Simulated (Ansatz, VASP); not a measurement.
# BN: VASP beside Ansatz

The input INCAR:

```
SYSTEM = BN
PREC = Accurate ; ENCUT = 520
EDIFF = 1E-7 ; ISMEAR = 0
SIGMA = 0.05 ; LREAL = .False.
LASPH = .True. ; NELM = 60
ALGO = Normal ; ISIF = 2
LWAVE = .False. ; LCHARG = .False.
GGA = PE ; NBANDS = 11
```

File KPOINTS:

```
regular mesh
0
Gamma
  12 12 12
  0 0 0
```

File POSCAR:

```
BN
1.0
    0.0000000000      1.8267973378      1.7614476307
    1.7614476307      0.0000000000      1.7614476307
    1.7614476307      1.8267973378      0.0000000000
B N
1 1
Direct
    0.0000000000      0.0000000000      0.0000000000
    0.7500000000      0.7500000000      0.7500000000
```

Input for Ansatz:

```yaml
crystal:
  lattice:
    - [0.0, 1.8267973378, 1.7614476307]
    - [1.7614476307, 0.0, 1.7614476307]
    - [1.7614476307, 1.8267973378, 0.0]
  atoms:
    - { symbol: B, position: [0.0, 0.0, 0.0] }
    - { symbol: "N", position: [0.75, 0.75, 0.75] }
basis:
  ecutwfc: 520.0
kpoints:
  mp_grid: { grid: [12, 12, 12] }
hamiltonian:
  xc: pbe
scf:
  occupations: { method: gaussian, width: 0.05 }
output:
  forces: true
  stress: true
  eigenvalues: true
```

Alike in both runs: task single point; functional PBE; k mesh 12 × 12 × 12; occupations gaussian, width 0.05 eV; no spin polarisation.

|  | VASP | Ansatz |
| --- | --- | --- |
| version | VASP 6.6.1 | Ansatz 0.2.0 |
| potentials or method | VASP PAW PBE potentials, release 64 (B, N) | scalar-relativistic, plane waves, PAW |
| plane-wave cutoff (eV) | 520 | 520 |
| valence electrons in the cell | 8 | 8 |

Ansatz gave:

```
gap on the k mesh at the Fermi level (eV)       : 4.17
least direct gap on the mesh (eV)               : 8.82
pressure (GPa)                                  : 20.0
largest component of the traceless stress (GPa) : 16.33
```

Question: What did VASP give for the same quantities?

Answer: gap on the k mesh at the Fermi level (eV): 4.16; least direct gap on the mesh (eV): 8.81; pressure (GPa): 20.3; largest component of the traceless stress (GPa): 16.33.

Caveats: so large a pressure means that the cell lies far from this level's equilibrium, or that cutoff or potentials fall short (VASP). A k mesh can miss the band edges.
